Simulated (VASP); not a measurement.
# AlAs (F-43m) in VASP: a series of runs

The runs below take AlAs through relaxation of cell and atoms, with r2SCAN, r2SCAN+rVV10.

Everything below comes from runs of VASP 6.6.1. Logs are shortened: lines on timing, memory, paths and dates and some standing lists are left out, and cuts for length are marked.

## (1) The structure

The structure is cubic, space group F-43m (No. 216). The conventional cell has a = 5.676 Å, b = 5.676 Å, c = 5.676 Å, α = 90.00°, β = 90.00°, γ = 90.00°. Al (site symmetry -43m) has 4 As at 2.46 Å as nearest neighbours. As (site symmetry -43m) is surrounded by 4 Al at 2.46 Å.

The cell is a database's computed one.

## (2) Relaxation of cell and atoms, r2SCAN

The input, INCAR:

```
SYSTEM = AlAs
PREC = Accurate
ENCUT = 600
EDIFF = 1E-7
ISMEAR = 0
SIGMA = 0.02
LREAL = .False.
LASPH = .True.
NELM = 80
ALGO = Normal
ISIF = 3
LWAVE = .False.
LCHARG = .False.
METAGGA = R2SCAN
LMIXTAU = .True.
IBRION = 2
NSW = 90
EDIFFG = -0.005
```

The input, KPOINTS:

```
Automatic mesh
0
Gamma
  8 8 8
  0 0 0
```

The input, POSCAR:

```
AlAs
1.0
    0.0000000000      2.8379008000      2.8379008000
    2.8379008000      0.0000000000      2.8379008000
    2.8379008000      2.8379008000      0.0000000000
Al As
1 1
Direct
    0.0000000000      0.0000000000      0.0000000000
    0.2500000000      0.2500000000      0.2500000000
```

Potentials or basis: VASP PAW PBE potentials, release 64 (Al, As).

Run with:

```bash
cat potpaw_PBE.64/Al/POTCAR potpaw_PBE.64/As/POTCAR > POTCAR
mpirun -np 1 vasp_std > vasp.out
```

OUTCAR:

```text
SYSTEM = AlAs
   PREC = Accurate
   ENCUT = 600
   EDIFF = 1E-7
   ISMEAR = 0
   LREAL = .False.
   LASPH = .True.
   NELM = 80
   ISIF = 3
   METAGGA = R2SCAN
   IBRION = 2
   NSW = 90
   EDIFFG = -0.005

 ion  position               nearest neighbor table
   1  0.000  0.000  0.000-   2 2.46   2 2.46   2 2.46   2 2.46
   2  0.250  0.250  0.250-   1 2.46   1 2.46   1 2.46   1 2.46

  LATTYP: Found a face centered cubic cell.
 ALAT       =     5.6758016000

  Lattice vectors:

 A1 = (   0.0000000000,   2.8379008000,   2.8379008000)
 A2 = (   2.8379008000,   0.0000000000,   2.8379008000)
 A3 = (   2.8379008000,   2.8379008000,   0.0000000000)

Analysis of symmetry for initial positions (statically):
=====================================================================
 Subroutine PRICEL returns:
 Original cell was already a primitive cell.

 Routine SETGRP: Setting up the symmetry group for a
 face centered cubic supercell.

 Subroutine GETGRP returns: Found 24 space group operations
 (whereof 24 operations were pure point group operations)
 out of a pool of 48 trial point group operations.

The static configuration has the point symmetry T_d .

Analysis of symmetry for dynamics (positions and initial velocities):
=====================================================================
 Subroutine PRICEL returns:
 Original cell was already a primitive cell.

 Routine SETGRP: Setting up the symmetry group for a
 face centered cubic supercell.

 Subroutine GETGRP returns: Found 24 space group operations
 (whereof 24 operations were pure point group operations)
 out of a pool of 48 trial point group operations.

The dynamic configuration has the point symmetry T_d .

 Subroutine INISYM returns: Found 24 space group operations
 (whereof 24 operations are pure point group operations),
 and found     1 'primitive' translations

----------------------------------------------------------------------------------------

                                     Primitive cell

  volume of cell :      45.7111

  direct lattice vectors                    reciprocal lattice vectors
     0.000000000  2.837900800  2.837900800    -0.176186567  0.176186567  0.176186567
     2.837900800  0.000000000  2.837900800     0.176186567 -0.176186567  0.176186567
     2.837900800  2.837900800  0.000000000     0.176186567  0.176186567 -0.176186567

  length of vectors
     4.013397800  4.013397800  4.013397800     0.305164086  0.305164086  0.305164086

  position of ions in fractional coordinates (direct lattice)
     0.000000000  0.000000000  0.000000000
     0.250000000  0.250000000  0.250000000

  ion indices of the primitive-cell ions
   primitive index   ion index
                 1           1
                 2           2

----------------------------------------------------------------------------------------

 KPOINTS: Automatic mesh

Automatic generation of k-mesh.
 Grid dimensions read from file:
 generate k-points for:    8    8    8

 Generating k-lattice:

  Cartesian coordinates                     Fractional coordinates (reciprocal lattice)
    -0.022023321  0.022023321  0.022023321     0.125000000  0.000000000  0.000000000
     0.022023321 -0.022023321  0.022023321     0.000000000  0.125000000  0.000000000
     0.022023321  0.022023321 -0.022023321     0.000000000  0.000000000  0.125000000

  Length of vectors
     0.038145511  0.038145511  0.038145511

[... 55 lines left out ...]
   EDIFFG = -.5E-02   stopping-criterion for IOM
   NSW    =     90    number of steps for IOM
   IBRION =      2    ionic relax: 0-MD 1-quasi-New 2-CG
   NFREE  =      1    steps in history (QN), initial steepest desc. (CG)
   ISIF   =      3    stress and relaxation
   ISYM   =      2    0-nonsym 1-usesym 2-fastsym
   POTIM  = 0.5000    time-step for ionic-motion
   TEBEG  =    0.0;   TEEND  =   0.0 temperature during run
   PSTRESS=    0.0 pullay stress
   NELECT =       8.0000    total number of electrons
   NUPDOWN=      -1.0000    fix difference up-down
   EMIN   =  10.00;   EMAX   =-10.00  energy-range for DOS
   EFERMI =   0.00;   METHOD = LEGACY
   ISMEAR =     0;   SIGMA  =   0.02  broadening in eV -4-tet -1-fermi 0-gaus
   EFERMI_NEDOS =   21; number of points for ismear=-14 and -15
   IALGO  =     38    algorithm
   IMIX   =      4    mixing-type and parameters
     AMIX     =   0.40;   BMIX     =  1.00
     AMIX_MAG =   1.60;   BMIX_MAG =  1.00
  volume/ion in A,a.u.               =      22.86       154.24
  Fermi-wavevector in a.u.,A,eV,Ry     =   0.915723  1.730466 11.409155  0.838549
  Thomas-Fermi vector in A             =   2.040497
   LORBIT       =      0    0 simple, 1 ext, 2 COOP (PROOUT), +10 PAW based schemes
   METAGGA = R2SCAN    functional components
   LHFCALC =     F    Hartree Fock is set to
   AEXX    =    0.0000 exact exchange contribution
   IVDW    =     0    specifies the selected vdW correction
   LEPSILON=     F    determine dielectric tensor
   LRPA    =     F    only Hartree local field effects (RPA)
 conjugate gradient relaxation of ions
 non-spin polarized calculation
 Gauss-broadening in eV      SIGMA  =   0.02
  energy-cutoff  :      600.00
  volume of cell :       45.71
 maximum number of plane-waves:      1540
   NGX = 17   NGY = 17   NGZ = 17

--------------------------------------- Ionic step        1  -------------------------------------------

 number of electron       8.0000001 magnetization

 Free energy of the ion-electron system (eV)
  ---------------------------------------------------
  ext. energy  EPLUGINS =         0.00000000
  ---------------------------------------------------
  free energy    TOTEN  =       -22.69560181 eV

  energy without entropy =      -22.69560181  energy(sigma->0) =      -22.69560181

------------------------ aborting loop because EDIFF is reached ----------------------------------------

  FORCE on cell =-STRESS in cart. coord.  units (eV):
  Direction    XX          YY          ZZ          XY          YZ          ZX
  --------------------------------------------------------------------------------------
  -------------------------------------------------------------------------------------
  Total        0.0122766      0.0122766      0.0122766      0.0000000      0.0000000     -0.0000000
  in kB        0.4302948      0.4302948      0.4302948      0.0000000      0.0000000     -0.0000000
  external PRESSURE =       0.4302948 kB  Pullay stress =       0.0000000 kB

 VOLUME and BASIS-vectors are now :
 -----------------------------------------------------------------------------
  energy-cutoff  :      600.00
  volume of cell :       45.71
      direct lattice vectors                 reciprocal lattice vectors
     0.000000000  2.837900800  2.837900800    -0.176186567  0.176186567  0.176186567
     2.837900800  0.000000000  2.837900800     0.176186567 -0.176186567  0.176186567
     2.837900800  2.837900800  0.000000000     0.176186567  0.176186567 -0.176186567

 POSITION                                       TOTAL-FORCE (eV/Angst)
 -----------------------------------------------------------------------------------
      0.00000      0.00000      0.00000         0.000000      0.000000      0.000000
      1.41895      1.41895      1.41895        -0.000000     -0.000000     -0.000000
 -----------------------------------------------------------------------------------
    total drift:                               -0.000000     -0.000000     -0.000000

  FREE ENERGIE OF THE ION-ELECTRON SYSTEM (eV)
  ---------------------------------------------------
  free  energy   TOTEN  =       -22.6956018147 eV

  energy  without entropy=      -22.6956018147  energy(sigma->0) =      -22.69560181

--------------------------------------- Ionic step        2  -------------------------------------------

 number of electron       8.0000001 magnetization

 Free energy of the ion-electron system (eV)
  ---------------------------------------------------
  ext. energy  EPLUGINS =         0.00000000
  ---------------------------------------------------
  free energy    TOTEN  =       -22.69559976 eV

  energy without entropy =      -22.69559976  energy(sigma->0) =      -22.69559976

 E-fermi :   3.7086     XC(G=0):  -9.4141

 val. band max:        3.5904836892   @ k =   0.0000   0.0000   0.0000
 cond. band min:       5.3956884071   @ k =   0.5000   0.5000   0.0000
 fundamental gap:      1.8052047180
 Fermi energy:         3.7086287442

 k-point     1 :       0.0000    0.0000    0.0000
  band No.  band energies     occupation
      1      -8.6786      2.00000
      2       3.5905      2.00000
      3       3.5905      2.00000
      4       3.5905      2.00000
      5       6.2221      0.00000
      6       8.2847      0.00000
      7       8.2847      0.00000
      8       8.2847      0.00000
[... 243 lines left out ...]
 k-point    24 :      -0.3750    0.2500    0.1250
  band No.  band energies     occupation
      1      -6.9416      2.00000
      2      -1.7429      2.00000
      3       0.8807      2.00000
      4       2.0274      2.00000
      5       7.6844      0.00000
      6       8.2838      0.00000
      7      10.7839      0.00000
      8      11.7729      0.00000

 [... further k-points ...]

------------------------ aborting loop because EDIFF is reached ----------------------------------------

  FORCE on cell =-STRESS in cart. coord.  units (eV):
  Direction    XX          YY          ZZ          XY          YZ          ZX
  --------------------------------------------------------------------------------------
  -------------------------------------------------------------------------------------
  Total       -0.0072084     -0.0072084     -0.0072084      0.0000000     -0.0000000     -0.0000000
  in kB       -0.2524304     -0.2524304     -0.2524304      0.0000000     -0.0000000     -0.0000000
  external PRESSURE =      -0.2524304 kB  Pullay stress =       0.0000000 kB

 VOLUME and BASIS-vectors are now :
 -----------------------------------------------------------------------------
  energy-cutoff  :      600.00
  volume of cell :       45.75
      direct lattice vectors                 reciprocal lattice vectors
     0.000000000  2.838741180  2.838741180    -0.176134409  0.176134409  0.176134409
     2.838741180  0.000000000  2.838741180     0.176134409 -0.176134409  0.176134409
     2.838741180  2.838741180  0.000000000     0.176134409  0.176134409 -0.176134409

 POSITION                                       TOTAL-FORCE (eV/Angst)
 -----------------------------------------------------------------------------------
      0.00000      0.00000      0.00000        -0.000000      0.000000      0.000000
      1.41937      1.41937      1.41937         0.000000     -0.000000     -0.000000
 -----------------------------------------------------------------------------------
    total drift:                               -0.000000     -0.000000     -0.000000

  FREE ENERGIE OF THE ION-ELECTRON SYSTEM (eV)
  ---------------------------------------------------
  free  energy   TOTEN  =       -22.6955997603 eV

  energy  without entropy=      -22.6955997603  energy(sigma->0) =      -22.69559976

 reached required accuracy - stopping structural energy minimisation
```

Run time: 61 s. Hardware: 1 thread of Intel Xeon Platinum 8259CL at 2.50GHz (Skylake/Cascade Lake), shared host; peak memory 0.2 GiB.

Results:

```
Free energy                            : -22.6956 eV
Relaxed volume                         : 22.88 Å³/atom
Relaxed cell                           : a = 4.015 Å, b = 4.015 Å, c = 4.015 Å, α = 60.00°, β = 60.00°, γ = 60.00°
Space group after relaxing (to 0.05 Å) : F-43m (No. 216)
Energy gained by relaxing              : 0.0 meV/atom
Ionic steps                            : 2
Pressure after relaxing                : 0.0 GPa
Band gap on the k mesh                 : 1.81 eV, indirect (least direct gap 2.63 eV)
```

Final structure:
```
CELL_PARAMETERS angstrom
0.00000 2.83874 2.83874
2.83874 0.00000 2.83874
2.83874 2.83874 0.00000
ATOMIC_POSITIONS crystal
Al 0.00000 0.00000 0.00000
As 0.25000 0.25000 0.25000
```

Caveat: the PAW data sets were made with another functional, which shifts forces and pressure a little. A k mesh can miss the band edges.

## (3) Relaxation of cell and atoms, r2SCAN+rVV10

INCAR: that of step 2 with these lines changed.

```diff
@@ -15,2 +15,6 @@
 LMIXTAU = .True.
+LUSE_VDW = .True.
+IVDW_NL = 2
+BPARAM = 11.95
+CPARAM = 0.0093
 IBRION = 2
```

KPOINTS is that of step 2.

POSCAR is that of step 2.

Potentials or basis: VASP PAW PBE potentials, release 64 (Al, As).

Run with:

```bash
cat potpaw_PBE.64/Al/POTCAR potpaw_PBE.64/As/POTCAR > POTCAR
mpirun -np 1 vasp_std > vasp.out
```

Run time: 4.2 min. Hardware: 1 thread of Intel Xeon Platinum 8259CL at 2.50GHz (Skylake/Cascade Lake), shared host; peak memory 0.33 GiB.

It converged, with:

* Free energy: -22.4800 eV
* Relaxed volume: 22.73 Å³/atom
* Relaxed cell: a = 4.006 Å, b = 4.006 Å, c = 4.006 Å, α = 60.00°, β = 60.00°, γ = 60.00°
* Space group after relaxing (to 0.05 Å): F-43m (No. 216)
* Energy gained by relaxing: 0.2 meV/atom
* Ionic steps: 3
* Pressure after relaxing: 0.0 GPa
* Band gap on the k mesh: 1.74 eV, indirect (least direct gap 2.66 eV)

The path:
| step | energy change (eV) | largest force (eV/Å) | pressure (GPa) | volume (Å³) |
| --- | --- | --- | --- | --- |
| 1 | 0.0000 | 0.0000 | -0.41 | 45.71 |
| 2 | -0.0002 | 0.0000 | 0.25 | 45.33 |
| 3 | -0.0003 | 0.0000 | 0.02 | 45.46 |

Final structure:
```
Al As
1.0
     0.00000    2.83263    2.83263
     2.83263    0.00000    2.83263
     2.83263    2.83263    0.00000
Al As
1 1
Direct
  0.00000 0.00000 0.00000
  0.25000 0.25000 0.25000
```

Levels at points of the mesh, in eV from the valence-band top:
| k point | band 1 | band 2 | band 3 | band 4 | band 5 | band 6 | band 7 | band 8 |
| --- | --- | --- | --- | --- | --- | --- | --- | --- |
| (0.00, 0.00, 0.00) | -12.31 | 0.00 | 0.00 | 0.00 | 2.66 | 4.69 | 4.69 | 4.69 |
| (0.50, 0.00, 0.00) | -10.83 | -5.70 | -0.85 | -0.85 | 2.61 | 5.08 | 5.08 | 8.32 |
| (0.50, 0.50, 0.00) | -10.25 | -5.54 | -2.24 | -2.24 | 1.74 | 2.65 | 11.15 | 11.15 |

Caveat: the PAW data sets were made with another functional, which shifts forces and pressure a little. r2SCAN opens gaps a little over a GGA but as a rule still falls short of measured ones.

## (4) Relaxation of cell and atoms, r2SCAN

The input, INCAR:

```
  PREC = Accurate
  ENCUT = 600
  EDIFF = 1E-7
  ISMEAR = 0
  SIGMA = 0.02
  LREAL = F
  LASPH = T
  NELM = 100
  ALGO = Normal
  ISIF = 3
  LWAVE = F
  LCHARG = F
  METAGGA = R2SCAN
  LMIXTAU = T
  IBRION = 2
  NSW = 90
  EDIFFG = -0.005
```

The input, KPOINTS:

```
Automatic mesh
0
Gamma
  8 8 8
```

POSCAR is that of step 3.

Run with:

```bash
cat potpaw_PBE.64/Al/POTCAR potpaw_PBE.64/As/POTCAR > POTCAR
mpirun -np 1 vasp_std > vasp.out
```

Run time: 34 s. Hardware: 1 thread of Intel Xeon 6975P-C (Granite Rapids), shared host; peak memory 0.19 GiB.

Results (log left out):

- Free energy: -22.6956 eV
- Relaxed volume: 22.88 Å³/atom
- Relaxed cell: a = 4.015 Å, b = 4.015 Å, c = 4.015 Å, α = 60.00°, β = 60.00°, γ = 60.00°
- Space group after relaxing (to 0.05 Å): F-43m (No. 216)
- Energy gained by relaxing: 0.0 meV/atom
- Ionic steps: 2
- Pressure after relaxing: 0.0 GPa
- Band gap on the k mesh: 1.81 eV, indirect (least direct gap 2.63 eV)

Final structure:
```
Al As
1.0
     0.00000    2.83874    2.83874
     2.83874    0.00000    2.83874
     2.83874    2.83874    0.00000
Al As
1 1
Direct
  0.00000 0.00000 0.00000
  0.25000 0.25000 0.25000
```

Levels at points of the mesh, in eV from the valence-band top:
```tsv
k point	band 2	band 3	band 4	band 5	band 6	band 7
(0.00, 0.00, 0.00)	0.00	0.00	0.00	2.63	4.69	4.69
(0.50, 0.00, 0.00)	-5.66	-0.84	-0.84	2.61	5.10	5.10
(0.50, 0.50, 0.00)	-5.51	-2.22	-2.22	1.81	2.68	11.11
```

Caveat: the PAW data sets were made with another functional, which shifts forces and pressure a little.

## (5) Relaxation of cell and atoms, r2SCAN+rVV10

INCAR: that of step 4 with these lines changed.

```diff
@@ -14,2 +14,6 @@
   LMIXTAU = T
+  LUSE_VDW = T
+  IVDW_NL = 2
+  BPARAM = 11.95
+  CPARAM = 0.0093
   IBRION = 2
```

KPOINTS is that of step 4.

POSCAR is that of step 4.

Run with:

```bash
cat potpaw_PBE.64/Al/POTCAR potpaw_PBE.64/As/POTCAR > POTCAR
mpirun -np 1 vasp_std > vasp.out
```

It took 2.3 min on 1 thread of Intel Xeon 6975P-C (Granite Rapids), shared host; peak memory 0.32 GiB.

It converged, with:

- Free energy: -22.4800 eV
- Relaxed volume: 22.73 Å³/atom
- Relaxed cell: a = 4.006 Å, b = 4.006 Å, c = 4.006 Å, α = 60.00°, β = 60.00°, γ = 60.00°
- Space group after relaxing (to 0.05 Å): F-43m (No. 216)
- Energy gained by relaxing: 0.2 meV/atom
- Ionic steps: 3
- Pressure after relaxing: 0.0 GPa
- Band gap on the k mesh: 1.74 eV, indirect (least direct gap 2.66 eV)

The path:
```tsv
step	energy change (eV)	largest force (eV/Å)	pressure (GPa)	volume (Å³)
1	0.0000	0.0000	-0.41	45.71
2	-0.0002	0.0000	0.25	45.33
3	-0.0003	0.0000	0.02	45.46
```

Final structure:
```
CELL_PARAMETERS angstrom
0.00000 2.83263 2.83263
2.83263 0.00000 2.83263
2.83263 2.83263 0.00000
ATOMIC_POSITIONS crystal
Al 0.00000 0.00000 0.00000
As 0.25000 0.25000 0.25000
```

Levels at points of the mesh, in eV from the valence-band top:
| k point | band 1 | band 2 | band 3 | band 4 | band 5 | band 6 | band 7 | band 8 |
| --- | --- | --- | --- | --- | --- | --- | --- | --- |
| (0.00, 0.00, 0.00) | -12.31 | 0.00 | 0.00 | 0.00 | 2.66 | 4.69 | 4.69 | 4.69 |
| (0.50, 0.00, 0.00) | -10.83 | -5.70 | -0.85 | -0.85 | 2.61 | 5.08 | 5.08 | 8.32 |
| (0.50, 0.50, 0.00) | -10.25 | -5.54 | -2.24 | -2.24 | 1.74 | 2.65 | 11.15 | 11.15 |

Caveat: the PAW data sets were made with another functional, which shifts forces and pressure a little. r2SCAN opens gaps a little over a GGA but as a rule still falls short of measured ones.
